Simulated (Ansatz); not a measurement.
Input and output for Ge (bcc type): DFT, PBE, PAW with Ansatz's default frozen-core files, scalar-relativistic (Ansatz 0.2.0). This run: cell relaxed at zero pressure.

The start is a guessed cell of a prototype that needn't be stable.

Command: `ansatz run input.yaml --threads 2 --pin off --max-ram 5120MiB --backend cpu --events-out ev --progress --plain --runs-dir out` It took 1.8 s on 2 threads of Intel(R) Xeon(R) 6975P-C (Granite Rapids), with other jobs on the host, peak memory 0.39 GiB.

```yaml
crystal:
  lattice:
    - [-1.6809877034, 1.6809877034, 1.6809877034]
    - [1.6809877034, -1.6809877034, 1.6809877034]
    - [1.6809877034, 1.6809877034, -1.6809877034]
  atoms:
    - { symbol: Ge, position: [0.0, 0.0, 0.0] }
kpoints:
  mp_grid: { grid: [17, 17, 17] }
scf:
  occupations: { method: fermi_dirac, width: 0.05 }
hamiltonian:
  xc: pbe
  pseudopotentials: { kind: paw }
output:
  forces: true
  stress: true
relax:
  f_tol: 0.005
  max_steps: 40
  cell: {}
```

Output:

```
Engine: ansatz 0.2.0
Pseudopotentials: kind: paw
Pseudopotential: Ge, paw, valence charge 14, recommended cutoff 420 eV (normal), Ge.paw.azcp
Functional definition: PBE
  parameter kappa = 0.804
  parameter beta = 0.06672455060314922
  exchange = pbe_x(kappa = kappa, mu = beta*pi^2/3)
  correlation = pbe_c(beta = beta)
Crystal: 1 atoms, lattice volume = 19.000 Å³
Basis set: ecut = 420 eV, 369 PW (Γ), exchange–correlation on 40×40×40 points (8 copies of the dense FFT grid, shifted against one another)
Bands: 11, of which v1, the nominal top of the filled ones, is band 7 counted from 1 (6 counted from 0)
Symmetry: 48 space group operations
Space group: Im-3m (ITA 229), of the structure as read, at distance tolerance 2.7e-5 Å
k-points: 165 of 4913
Non-local potential: Ge, projectors of the file, l = 0: 2, l = 1: 2, l = 2: 3, l = 3: 1
PAW form: soft (Blöchl's): semilocal exchange-correlation on the pseudo side does not see the compensation charge
PAW one-centre angular grid: Ge, 590 points (default); XC on 64 Gauss nodes
Initial density: superposition of atomic densities (neutral atoms: chi_scale 0, normalization atom), corrected by the library's trained network
Initial wavefunctions: pseudopotential atomic-orbital guess
Functional: x = pbe(κ = 0.804, μ = 0.2195149727645171), c = pbe(β = 0.06672455060314922)
SCF iter   1: F=—  HF=-4294.648117 eV  |F-HF|=—  |Δ(HF+E_count)|=         —  Δρ=1.05e-3  dr2=7.28e-5  ethr=1.77e-3  ⟨swp⟩=5.5  Hψ=10189  notcnv=0
preconditioner: auto → none  [metal: Δε(μ)=0.042 eV  Ē_g=27.049 eV  σ=0.050 eV  W_gap=0.20  n_scr=0 (ndim 8)  ℏωp=31.9 eV  f_vac=0.000  D(μ)=0.38/eV (n_scr^D=0)]
SCF iter   2: F=—  HF=-4294.647994 eV  |F-HF|=—  |Δ(HF+E_count)|=   1.23e-4  Δρ=5.25e-4  dr2=2.04e-5  ethr=5.20e-7  ⟨swp⟩=2.4  Hψ=3912  notcnv=0
SCF iter   3: F=—  HF=-4294.648018 eV  |F-HF|=—  |Δ(HF+E_count)|=   2.44e-5  Δρ=1.71e-4  dr2=4.79e-6  ethr=1.46e-7  ⟨swp⟩=2.0  Hψ=2938  notcnv=0
SCF iter   4: F=—  HF=-4294.648014 eV  |F-HF|=—  |Δ(HF+E_count)|=   4.75e-6  Δρ=6.84e-5  dr2=8.90e-7  ethr=3.42e-8  ⟨swp⟩=2.0  Hψ=2690  notcnv=0
iter 5 did not close the SCF: its close was put off for the readings that it lacked (scf_convergence_deferred on its scf_iter line)
SCF iter   5: F=-4294.648013 eV  HF=-4294.648013 eV  |F-HF|=8.25e-9  |Δ(HF+E_count)|=   7.25e-7  Δρ=6.84e-6  dr2=4.22e-9  ethr=6.35e-9  ⟨swp⟩=2.0  Hψ=2938  notcnv=0
SCF iter   6: F=-4294.648013 eV  HF=-4294.648013 eV  |F-HF|=4.20e-10  |Δ(HF+E_count)|=  1.08e-10  Δρ=1.14e-6  dr2=1.97e-10  ethr=3.02e-11  ⟨swp⟩=1.0  Hψ=5419  notcnv=0
SCF 1 converged in 6 iterations: F = -4294.648013 eV  dr2 = 1.97e-10
  greatest PAW one-centre occupation: 0.998 electrons in one spin orbital (limit 2), on the Ge atom at site 0 (counted from 0), in its partial waves of l = 2
relax step   1: F+E_penalty+E_count = -4294.64801291 eV  Δ(F+E_penalty+E_count) = +0.000e0 eV  max|allowed force component| = 0.000e0 eV/Å  Δτ_max = 0.0000 Å  P = +0.483 GPa  Ω = 19.000 Å³  (6 SCF iters, dr2 threshold 1.00e-7 eV, accepted)
Crystal: 1 atoms, lattice volume = 19.183 Å³
Initial density: handed on by an earlier stage of this run
Initial wavefunctions: those handed on with the density
iter 1 solved again at ethr=1.72e-8 eV; its pass at ethr=3.10e-3 eV (dr2=2.40e-6 eV) is discarded
SCF iter   1: F=—  HF=-4294.648159 eV  |F-HF|=—  |Δ(HF+E_count)|=         —  Δρ=1.83e-4  dr2=3.38e-6  ethr=1.72e-8  ⟨swp⟩=2.1  Hψ=13521  notcnv=0
preconditioner: auto → none  [metal: Δε(μ)=0.050 eV  Ē_g=27.007 eV  σ=0.050 eV  W_gap=0.25  n_scr=0 (ndim 8)  ℏωp=31.7 eV  f_vac=0.000  D(μ)=0.41/eV (n_scr^D=0)]
SCF iter   2: F=—  HF=-4294.648166 eV  |F-HF|=—  |Δ(HF+E_count)|=   7.55e-6  Δρ=9.64e-5  dr2=6.96e-7  ethr=1.72e-8  ⟨swp⟩=2.8  Hψ=2690  notcnv=0
SCF iter   3: F=—  HF=-4294.648167 eV  |F-HF|=—  |Δ(HF+E_count)|=   5.41e-7  Δρ=1.18e-5  dr2=1.96e-8  ethr=7.14e-10  ⟨swp⟩=2.7  Hψ=6592  notcnv=0
SCF iter   4: F=-4294.648167 eV  HF=-4294.648167 eV  |F-HF|=5.04e-10  |Δ(HF+E_count)|=   2.18e-8  Δρ=2.94e-6  dr2=1.65e-9  ethr=1.40e-10  ⟨swp⟩=3.9  Hψ=5038  notcnv=0
SCF 2 converged in 4 iterations: F = -4294.648167 eV  dr2 = 1.65e-9
relax step   2: F+E_penalty+E_count = -4294.64816687 eV  Δ(F+E_penalty+E_count) = -1.540e-4 eV  max|allowed force component| = 0.000e0 eV/Å  Δτ_max = 0.0000 Å  P = -0.140 GPa  Ω = 19.183 Å³  energy of the carried Pulay correction = -3.811e-5 eV  (4 SCF iters, dr2 threshold 1.00e-7 eV, accepted)
Crystal: 1 atoms, lattice volume = 19.141 Å³
iter 1 solved again at ethr=9.08e-10 eV; its pass at ethr=3.10e-3 eV (dr2=1.27e-7 eV) is discarded
SCF iter   1: F=—  HF=-4294.648187 eV  |F-HF|=—  |Δ(HF+E_count)|=         —  Δρ=4.07e-5  dr2=1.83e-7  ethr=9.08e-10  ⟨swp⟩=2.0  Hψ=13492  notcnv=0
preconditioner: auto → none  [metal: Δε(μ)=0.048 eV  Ē_g=27.016 eV  σ=0.050 eV  W_gap=0.24  n_scr=0 (ndim 8)  ℏωp=31.8 eV  f_vac=0.000  D(μ)=0.41/eV (n_scr^D=0)]
SCF iter   2: F=-4294.648194 eV  HF=-4294.648194 eV  |F-HF|=1.75e-8  |Δ(HF+E_count)|=   6.90e-6  Δρ=2.12e-5  dr2=3.49e-8  ethr=3.50e-10  ⟨swp⟩=2.0  Hψ=6464  notcnv=0
SCF 3 converged in 2 iterations: F = -4294.648194 eV  dr2 = 3.49e-8
relax step   3: F+E_penalty+E_count = -4294.64819383 eV  Δ(F+E_penalty+E_count) = -2.696e-5 eV  max|allowed force component| = 0.000e0 eV/Å  Δτ_max = 0.0000 Å  P = -0.002 GPa  Ω = 19.141 Å³  energy of the carried Pulay correction = -2.951e-5 eV  (2 SCF iters, dr2 threshold 4.90e-8 eV, accepted)
Initial wavefunctions: pseudopotential atomic-orbital guess (no wavefunctions were taken with the density)
iter 1 solved again at ethr=8.41e-9 eV; its pass at ethr=3.10e-3 eV (dr2=1.18e-6 eV) is discarded
SCF iter   1: F=—  HF=-4294.648218 eV  |F-HF|=—  |Δ(HF+E_count)|=         —  Δρ=2.18e-5  dr2=3.47e-8  ethr=8.41e-9  ⟨swp⟩=3.0  Hψ=14721  notcnv=0
preconditioner: auto → none  [metal: Δε(μ)=0.048 eV  Ē_g=27.017 eV  σ=0.050 eV  W_gap=0.24  n_scr=0 (ndim 8)  ℏωp=31.8 eV  f_vac=0.000  D(μ)=0.41/eV (n_scr^D=0)]
SCF iter   2: F=—  HF=-4294.648225 eV  |F-HF|=—  |Δ(HF+E_count)|=   6.91e-6  Δρ=1.23e-5  dr2=9.62e-9  ethr=2.48e-10  ⟨swp⟩=2.0  Hψ=2701  notcnv=0
SCF iter   3: F=—  HF=-4294.648225 eV  |F-HF|=—  |Δ(HF+E_count)|=   1.30e-8  Δρ=1.53e-6  dr2=3.06e-10  ethr=6.87e-11  ⟨swp⟩=2.1  Hψ=2923  notcnv=0
SCF iter   4: F=-4294.648225 eV  HF=-4294.648225 eV  |F-HF|=7.28e-12  |Δ(HF+E_count)|=  6.85e-10  Δρ=2.20e-7  dr2=9.90e-12  ethr=1.00e-12  ⟨swp⟩=3.7  Hψ=7848  notcnv=0
SCF 4 converged in 4 iterations: F = -4294.648225 eV  dr2 = 9.90e-12
relax step   4: F+E_penalty+E_count = -4294.64822510 eV  Δ(F+E_penalty+E_count) = -3.127e-5 eV  max|allowed force component| = 0.000e0 eV/Å  Δτ_max = 0.0000 Å  P = -0.002 GPa  Ω = 19.141 Å³  stress off target by 2.14e-3 GPa  SCF on the basis re-selected at this cell (its energy is not comparable with the rows above)  (4 SCF iters)
basis re-selected at this cell: Δ(F+E_penalty+E_count) = -3.127e-5 eV, ΔP = -0.000 GPa vs the last step (what re-selecting the basis moved, of the pressure what is left beyond the Pulay correction that the steps carried, after the strain that the cell walked since its last selection, with what the two solves' SCF thresholds leave and, on support functions, any second-order correction that the steps lacked; it is no measure of the basis error at this ecutwfc). This SCF's stress stands 2.14e-3 GPa from its target on what of the cell is left free (relax.cell.stress_tol is 5.00e-2 GPa) and its largest allowed force component is 0.00e0 eV/Å (relax.f_tol is 5.00e-3 eV/Å): within both
SCF converged after 4 iterations
Free energy (F): -4294.648225 eV
Harris-Foulkes:  -4294.648225 eV  (|F-HF|=7.28e-12)
Internal energy: -4294.644851 eV  (E = F + TS)
E sigma→0 (E₀):  -4294.646538 eV
Entropy (-TS):   -0.003374 eV (-3.374 meV/atom)
Fermi energy:    10.888858 eV
--- Per-component energies (eV) ---
  E_band       = -115.888721
  E_kinetic    = 109.958632
  E_local      = -2137.975184  (includes V_loc(G=0)·N_el)
  E_nonlocal   = 415.008853
  E_hartree    = 933.788392
  E_xc         = -75.498318
  E_vxc        = -64.382987  (∫ρ·V_xc dr)
  E_paw        = -2016.154431  (= ΣΔE_a)
  E_vpaw       = -306.074899  (= ΣTr[D̂ρ^β])
  E_aug_tail   = 0.000207  (compensation charges beyond the density's cutoff)
  E_ewald      = -1523.773002
  E_smearing   = -0.003374  (= −TS)
  E_closure    = 0.000000  (closes the sum)
  Σ components = -4294.648225   (vs F -4294.648225, Δ=0.00e0)
--- Forces (eV/Å), atoms counted from 1 ---
  atom   1  Ge    -0.00000000     0.00000000     0.00000000
  max |Σ_I F_I| component: 5.42e-31 eV/Å
--- Stress (GPa, compression-positive) ---
       -0.002138       0.000000      -0.000000
        0.000000      -0.002138       0.000000
       -0.000000      -0.000000      -0.002138
  P = ⅓ Tr σ = -0.0021 GPa (-0.021 kbar)
--- Relaxed structure (3 steps of the walk, 3 accepted, 1 SCFs on fresh bases) ---
  F+E_penalty+E_count = -4294.64822510 eV   max|allowed force component| = 0.000e0 eV/Å   (the final SCF, on the basis selected at the relaxed cell)
  cell:  # Å, volume = 19.1413 Å³
    - [-1.6851459494799406, 1.6851459494799406, 1.6851459494799406]
    - [1.6851459494799406, -1.6851459494799406, 1.6851459494799406]
    - [1.6851459494799406, 1.6851459494799406, -1.6851459494799406]
  atoms:
    - { symbol: Ge, position: [0.0, 0.0, 0.0] }
```

Next run (bcc relaxed under pressure), as changes to the input before:

```diff
   lattice:
-    - [-1.6809877034, 1.6809877034, 1.6809877034]
-    - [1.6809877034, -1.6809877034, 1.6809877034]
-    - [1.6809877034, 1.6809877034, -1.6809877034]
+    - [-1.5663039239, 1.5663039239, 1.5663039239]
+    - [1.5663039239, -1.5663039239, 1.5663039239]
+    - [1.5663039239, 1.5663039239, -1.5663039239]
   atoms:
   stress: true
+  eigenvalues: true
 relax:
   max_steps: 40
-  cell: {}
+  cell: { p_target: 24.0, stress_tol: 0.03 }
```

Results part of the output:

```
basis re-selected at this cell: Δ(F+E_penalty+E_count) = -6.569e-6 eV, ΔP = -0.000 GPa vs the last step (what re-selecting the basis moved, of the pressure what is left beyond the Pulay correction that the steps carried, after the strain that the cell walked since its last selection, with what the two solves' SCF thresholds leave and, on support functions, any second-order correction that the steps lacked; it is no measure of the basis error at this ecutwfc). This SCF's stress stands 9.68e-5 GPa from its target on what of the cell is left free (relax.cell.stress_tol is 3.00e-2 GPa) and its largest allowed force component is 0.00e0 eV/Å (relax.f_tol is 5.00e-3 eV/Å): within both
SCF converged after 4 iterations
Free energy (F): -4294.420012 eV
Harris-Foulkes:  -4294.420012 eV  (|F-HF|=1.82e-12)
Internal energy: -4294.418492 eV  (E = F + TS)
E sigma→0 (E₀):  -4294.419252 eV
Entropy (-TS):   -0.001520 eV (-1.520 meV/atom)
Fermi energy:    14.438404 eV
--- Per-component energies (eV) ---
  E_band       = -69.251112
  E_kinetic    = 113.603425
  E_local      = -1958.031479  (includes V_loc(G=0)·N_el)
  E_nonlocal   = 416.355644
  E_hartree    = 866.481541
  E_xc         = -77.243558
  E_vxc        = -66.755909  (∫ρ·V_xc dr)
  E_paw        = -2016.913105  (= ΣΔE_a)
  E_vpaw       = -307.386372  (= ΣTr[D̂ρ^β])
  E_aug_tail   = 0.000456  (compensation charges beyond the density's cutoff)
  E_ewald      = -1638.671417
  E_smearing   = -0.001520  (= −TS)
  E_closure    = 0.000000  (closes the sum)
  Σ components = -4294.420012   (vs F -4294.420012, Δ=0.00e0)
--- Forces (eV/Å), atoms counted from 1 ---
  atom   1  Ge    -0.00000000     0.00000000    -0.00000000
  max |Σ_I F_I| component: 5.59e-31 eV/Å
--- Stress (GPa, compression-positive) ---
       23.999903       0.000000      -0.000000
        0.000000      23.999903      -0.000000
        0.000000      -0.000000      23.999903
  P = ⅓ Tr σ = 23.9999 GPa (239.999 kbar)
--- Band table (eV; the first three rows and the last of 165) ---
  k-point 0: bands = ["-10.4123", "-10.4123", "-10.4123", "-10.2593", "-10.2593", "-0.5650", "25.9940", "25.9940", "25.9940", "30.9447", "30.9447"]
  k-point 1: bands = ["-10.4143", "-10.4101", "-10.4042", "-10.2614", "-10.2594", "-0.4579", "25.0097", "25.4557", "25.8379", "30.0214", "30.1309"]
  k-point 2: bands = ["-10.4201", "-10.4044", "-10.3808", "-10.2671", "-10.2598", "-0.1360", "22.7583", "24.3488", "25.3926", "28.7655", "28.8933"]
  k-point 164: bands = ["-10.4601", "-10.4583", "-10.1911", "-10.1911", "-10.1903", "12.4481", "13.8456", "13.8456", "14.4288", "18.6833", "19.1257"]
--- Relaxed structure (3 steps of the walk, 3 accepted, 1 SCFs on fresh bases) ---
  F+E_penalty+E_count = -4294.42001231 eV   max|allowed force component| = 0.000e0 eV/Å   (the final SCF, on the basis selected at the relaxed cell)
  cell:  # Å, volume = 15.3907 Å³
    - [-1.566988888697421, 1.566988888697421, 1.566988888697421]
    - [1.566988888697421, -1.566988888697421, 1.566988888697421]
    - [1.566988888697421, 1.566988888697421, -1.566988888697421]
  atoms:
    - { symbol: Ge, position: [0.0, 0.0, 0.0] }
```

Next run (hcp relaxed under pressure), as changes to the input before:

```diff
   lattice:
-    - [-1.5663039239, 1.5663039239, 1.5663039239]
-    - [1.5663039239, -1.5663039239, 1.5663039239]
-    - [1.5663039239, 1.5663039239, -1.5663039239]
+    - [2.79827773, 0.0, 0.0]
+    - [-1.399138865, 2.423379601, 0.0]
+    - [0.0, 0.0, 4.5332099226]
   atoms:
-    - { symbol: Ge, position: [0.0, 0.0, 0.0] }
+    - { symbol: Ge, position: [0.3333333333, 0.6666666667, 0.25] }
+    - { symbol: Ge, position: [0.6666666667, 0.3333333333, 0.75] }
 kpoints:
-  mp_grid: { grid: [17, 17, 17] }
+  mp_grid: { grid: [16, 16, 9] }
 scf:
```

Results part of the output:

```
basis re-selected at this cell: Δ(F+E_penalty+E_count) = -4.365e-5 eV, ΔP = -0.001 GPa vs the last step (what re-selecting the basis moved, of the pressure what is left beyond the Pulay correction that the steps carried, after the strain that the cell walked since its last selection, with what the two solves' SCF thresholds leave and, on support functions, any second-order correction that the steps lacked; it is no measure of the basis error at this ecutwfc). This SCF's stress stands 2.22e-2 GPa from its target on what of the cell is left free (relax.cell.stress_tol is 3.00e-2 GPa) and its largest allowed force component is 1.39e-16 eV/Å (relax.f_tol is 5.00e-3 eV/Å): within both
SCF converged after 8 iterations
Free energy (F): -8588.851865 eV
Harris-Foulkes:  -8588.851865 eV  (|F-HF|=0.00e0)
Internal energy: -8588.848285 eV  (E = F + TS)
E sigma→0 (E₀):  -8588.850075 eV
Entropy (-TS):   -0.003579 eV (-1.790 meV/atom)
Fermi energy:    14.524671 eV
--- Per-component energies (eV) ---
  E_band       = -139.584193
  E_kinetic    = 227.082083
  E_local      = -3921.910954  (includes V_loc(G=0)·N_el)
  E_nonlocal   = 832.368229
  E_hartree    = 1735.209549
  E_xc         = -154.504786
  E_vxc        = -133.512821  (∫ρ·V_xc dr)
  E_paw        = -4033.427139  (= ΣΔE_a)
  E_vpaw       = -614.030569  (= ΣTr[D̂ρ^β])
  E_aug_tail   = 0.000741  (compensation charges beyond the density's cutoff)
  E_ewald      = -3273.666008
  E_smearing   = -0.003579  (= −TS)
  E_closure    = -0.000000  (closes the sum)
  Σ components = -8588.851865   (vs F -8588.851865, Δ=0.00e0)
--- Forces (eV/Å), atoms counted from 1 ---
  atom   1  Ge    -0.00000000    -0.00000000     0.00000000
  atom   2  Ge    -0.00000000     0.00000000     0.00000000
  max |Σ_I F_I| component: 5.55e-17 eV/Å
--- Stress (GPa, compression-positive) ---
       24.002024      -0.000000       0.000000
        0.000000      24.002024       0.000000
        0.000000       0.000000      23.977849
  P = ⅓ Tr σ = 23.9940 GPa (239.940 kbar)
--- Band table (eV; the first three rows and the last of 150) ---
  k-point 0: bands = ["-10.4455", "-10.4247", "-10.4136", "-10.4136", "-10.3992", "-10.3992", "-10.3626", "-10.3626", "-10.2588", "-10.2588", "-0.5978", "6.0716", "7.5686", "22.7534", "22.7534", "24.9862", "24.9862", "25.6983"]
  k-point 1: bands = ["-10.4445", "-10.4249", "-10.4165", "-10.4165", "-10.4010", "-10.4010", "-10.3561", "-10.3561", "-10.2605", "-10.2605", "-0.5080", "5.1061", "8.7094", "22.8287", "22.8287", "24.4095", "24.9700", "24.9700"]
  k-point 2: bands = ["-10.4416", "-10.4255", "-10.4215", "-10.4215", "-10.4059", "-10.4059", "-10.3409", "-10.3409", "-10.2659", "-10.2659", "-0.2382", "3.8125", "10.5277", "22.0647", "23.0493", "23.0493", "24.8892", "24.8892"]
  k-point 149: bands = ["-10.4455", "-10.4454", "-10.3944", "-10.3665", "-10.3532", "-10.3475", "-10.3263", "-10.3256", "-10.2549", "-10.2512", "8.1529", "8.7109", "10.0003", "10.5216", "11.2460", "11.9884", "21.1874", "21.7113"]
--- Relaxed structure (3 steps of the walk, 3 accepted, 1 SCFs on fresh bases) ---
  F+E_penalty+E_count = -8588.85186476 eV   max|allowed force component| = 1.388e-16 eV/Å   (the final SCF, on the basis selected at the relaxed cell)
  cell:  # Å, volume = 30.8758 Å³
    - [2.7927761421764647, 0.0, 0.0]
    - [-1.3963880710882324, 2.41861508620792, 0.0]
    - [0.0, 0.0, 4.57104219754108]
  atoms:
    - { symbol: Ge, position: [0.33333333333333337, 0.6666666666666667, 0.25] }
    - { symbol: Ge, position: [0.6666666666666667, 0.33333333333333337, 0.7499999999999999] }
```

Next run (sc relaxed under pressure), as changes to the input before:

```diff
   lattice:
-    - [2.79827773, 0.0, 0.0]
-    - [-1.399138865, 2.423379601, 0.0]
-    - [0.0, 0.0, 4.5332099226]
+    - [2.5278687061, 0.0, 0.0]
+    - [0.0, 2.5278687061, 0.0]
+    - [0.0, 0.0, 2.5278687061]
   atoms:
-    - { symbol: Ge, position: [0.3333333333, 0.6666666667, 0.25] }
-    - { symbol: Ge, position: [0.6666666667, 0.3333333333, 0.75] }
+    - { symbol: Ge, position: [0.0, 0.0, 0.0] }
 kpoints:
-  mp_grid: { grid: [16, 16, 9] }
+  mp_grid: { grid: [15, 15, 15] }
 scf:
   eigenvalues: true
+  write_density: true
+  write_potential: true
+  elf: true
+  volumetric_format: npy
 relax:
```

Command: `ansatz run input.yaml --threads 2 --pin off --max-ram 5120MiB --backend cpu --events-out ev --progress --plain --runs-dir out` It took 1.9 s on 2 threads of Intel(R) Xeon(R) 6975P-C (Granite Rapids), with other jobs on the host, peak memory 0.36 GiB.

Results part of the output:

```
basis re-selected at this cell: Δ(F+E_penalty+E_count) = +3.521e-5 eV, ΔP = -0.001 GPa vs the last step (what re-selecting the basis moved, of the pressure what is left beyond the Pulay correction that the steps carried, after the strain that the cell walked since its last selection, with what the two solves' SCF thresholds leave and, on support functions, any second-order correction that the steps lacked; it is no measure of the basis error at this ecutwfc). This SCF's stress stands 4.72e-3 GPa from its target on what of the cell is left free (relax.cell.stress_tol is 3.00e-2 GPa) and its largest allowed force component is 0.00e0 eV/Å (relax.f_tol is 5.00e-3 eV/Å): within both
SCF converged after 5 iterations
Free energy (F): -4294.501933 eV
Harris-Foulkes:  -4294.501933 eV  (|F-HF|=1.82e-12)
Internal energy: -4294.499025 eV  (E = F + TS)
E sigma→0 (E₀):  -4294.500479 eV
Entropy (-TS):   -0.002908 eV (-2.908 meV/atom)
Fermi energy:    13.466876 eV
--- Per-component energies (eV) ---
  E_band       = -81.646905
  E_kinetic    = 114.016532
  E_local      = -2049.101766  (includes V_loc(G=0)·N_el)
  E_nonlocal   = 417.976826
  E_hartree    = 906.374483
  E_xc         = -77.131960
  E_vxc        = -66.688183  (∫ρ·V_xc dr)
  E_paw        = -2018.639373  (= ΣΔE_a)
  E_vpaw       = -310.599551  (= ΣTr[D̂ρ^β])
  E_aug_tail   = 0.000275  (compensation charges beyond the density's cutoff)
  E_ewald      = -1587.994042
  E_smearing   = -0.002908  (= −TS)
  E_closure    = 0.000000  (closes the sum)
  Σ components = -4294.501933   (vs F -4294.501933, Δ=0.00e0)
--- Forces (eV/Å), atoms counted from 1 ---
  atom   1  Ge     0.00000000     0.00000000     0.00000000
  max |Σ_I F_I| component: 1.23e-32 eV/Å
--- Stress (GPa, compression-positive) ---
       23.995281      -0.000000      -0.000000
       -0.000000      23.995281       0.000000
       -0.000000       0.000000      23.995281
  P = ⅓ Tr σ = 23.9953 GPa (239.953 kbar)
--- Band table (eV; the first three rows and the last of 120) ---
  k-point 0: bands = ["-11.4908", "-11.4908", "-11.0441", "-11.0441", "-11.0441", "-1.1896", "21.2844", "21.2844", "21.2844", "24.3008", "24.3008"]
  k-point 1: bands = ["-11.4896", "-11.4764", "-11.0493", "-11.0493", "-11.0437", "-1.0859", "19.6259", "21.3898", "21.3898", "24.3884", "25.6240"]
  k-point 2: bands = ["-11.4861", "-11.4358", "-11.0639", "-11.0639", "-11.0424", "-0.7743", "17.0749", "21.7022", "21.7022", "24.6504", "26.8368"]
  k-point 119: bands = ["-11.3139", "-11.3132", "-11.3132", "-10.9159", "-10.9159", "12.8409", "13.8302", "13.8302", "16.0686", "20.3805", "20.6378"]
--- Relaxed structure (3 steps of the walk, 3 accepted, 1 SCFs on fresh bases) ---
  F+E_penalty+E_count = -4294.50193310 eV   max|allowed force component| = 0.000e0 eV/Å   (the final SCF, on the basis selected at the relaxed cell)
  cell:  # Å, volume = 16.0288 Å³
    - [2.521354312445643, 0.0, -3.209883240645393e-35]
    - [0.0, 2.521354312445643, 0.0]
    - [-3.209883240645393e-35, 0.0, 2.521354312445643]
  atoms:
    - { symbol: Ge, position: [0.0, 0.0, 0.0] }
```
